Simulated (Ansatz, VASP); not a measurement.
**PtSe2 in VASP and in Ansatz**

```
Pt Se
1.0
     4.02192    0.00000    0.00000
    -2.01096    3.48309    0.00000
     0.00000    0.00000    5.46696
Pt Se
1 2
Direct
  0.00000 0.00000 0.00000
  0.33333 0.66667 0.25000
  0.66667 0.33333 0.75000
```

Change from the starting cell: strain +0.080 along x and y, +0.080 along z, atoms carried along.

Alike in both runs: task single point; functional PBE; k mesh 12 × 12 × 10; occupations gaussian, width 0.15 eV; no spin polarisation.

|  | VASP | Ansatz |
| --- | --- | --- |
| version | VASP 6.6.1 | Ansatz 0.2.0 |
| potentials or method | VASP PAW PBE potentials, release 64 (Pt, Se) | scalar-relativistic, plane waves, PAW |
| plane-wave cutoff (eV) | 520 | 420 |
| valence electrons in the cell | 22 | 50 |

Ansatz gave:

- gap on the k mesh at the Fermi level (eV): none
- pressure (GPa): -12.5
- largest component of the traceless stress (GPa): 3.17
- rms of the force components (eV/Å): 0.676

Question: Estimate VASP's values.

Answer: gap on the k mesh at the Fermi level (eV): none; pressure (GPa): -12.6; largest component of the traceless stress (GPa): 3.17; rms of the force components (eV/Å): 0.677.

Atom by atom the forces differ by 0.001 eV/Å (rms over components). A gap of «none» marks a metal or a gap that the smearing closes. With one functional, cell and mesh, what is left measures potentials, basis and numerics. The two sets of potentials don't hold the same shells in valence.

Caveats: forces of over 1 eV/Å show positions far from the minimum, so gaps and moduli don't describe the material at rest. Spin-orbit coupling is left out, which matters for the levels of Pt.
